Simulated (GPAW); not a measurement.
**MgSi in GPAW: convergence with plane-wave cutoff (eV)**

Input of the first run (plane-wave cutoff (eV) 300); the others differ in this setting and in those tied to it:

Contents of run.py:

```python
from ase import Atoms
from ase.dft.bandgap import bandgap
from ase.io import write
from ase.units import GPa
from gpaw import GPAW, PW, setup_paths

setup_paths.insert(0, '.')

atoms = Atoms(['Si', 'Mg'],
              cell=[[2.908394, 0.0, 0.0],
                    [0.0, 2.908394, 0.0],
                    [0.0, 0.0, 4.103427]],
              scaled_positions=[[0.5, 0.5, 0.5],
                                [0.0, 0.0, 0.0]],
              pbc=True)

calc = GPAW(mode=PW(300),
            xc='PBEsol',
            kpts={'size': (7, 7, 5), 'gamma': True},
            occupations={'name': 'fermi-dirac', 'width': 0.05},
            nbands=15,
            convergence={'density': 1e-05, 'energy': 1e-05},
            maxiter=100,
            txt='gpaw.txt')
atoms.calc = calc
energy = atoms.get_potential_energy()
forces = atoms.get_forces()
stress = atoms.get_stress()
calc.write('gs.gpw')
write('result.traj', atoms)
print(f'Energy: {energy:.6f} eV')
print('Forces (eV/A):')
print(forces.round(4))
print('Stress (GPa):', (stress / GPa).round(3))
print('Fermi level:', round(calc.get_fermi_level(), 4), 'eV')
print(f'Gap: {bandgap(calc)[0]:.4f} eV, direct: {bandgap(calc, direct=True)[0]:.4f} eV')
```

Potentials or basis: PAW data sets generated in the run's folder for this functional, pw.

Command:

```bash
$ gpaw-setup -f PBEsol Mg Si
$ OMP_NUM_THREADS=1 python run.py
```

The cell comes from a database or a generator and needn't be the stable form of this composition.

Hardware: 1 thread of Arm Neoverse V2, with other jobs on the host.

```
plane-wave cutoff (eV)  energy less the tightest run, at zero smearing (meV/atom)  pressure (GPa)  SCF cycles  CPU time (s)  peak memory (GiB)
                   300                                                     114.81           -4.48           8           4.5               0.12
                   350                                                      60.84           -4.02           9           5.3               0.12
                   400                                                      27.87           -3.29           9           5.3               0.13
                   500                                                       4.15           -2.41           9           6.4               0.13
                   600                                                       0.49           -2.18           9           8.8               0.14
                   700                                                       0.13           -2.15           9           9.8               0.15
                   800                                                       0.07           -2.15           9           9.8               0.15
                  1000                                                       0.01           -2.15           9            16               0.17
                  1200                                                       0.00           -2.14           9            18               0.19
```

Against the tightest run, the energy stays within 1 meV/atom from 600 on; the pressure stays within 0.1 GPa from 600 on. The tightest run that finished is the yardstick and may itself not be fully converged.
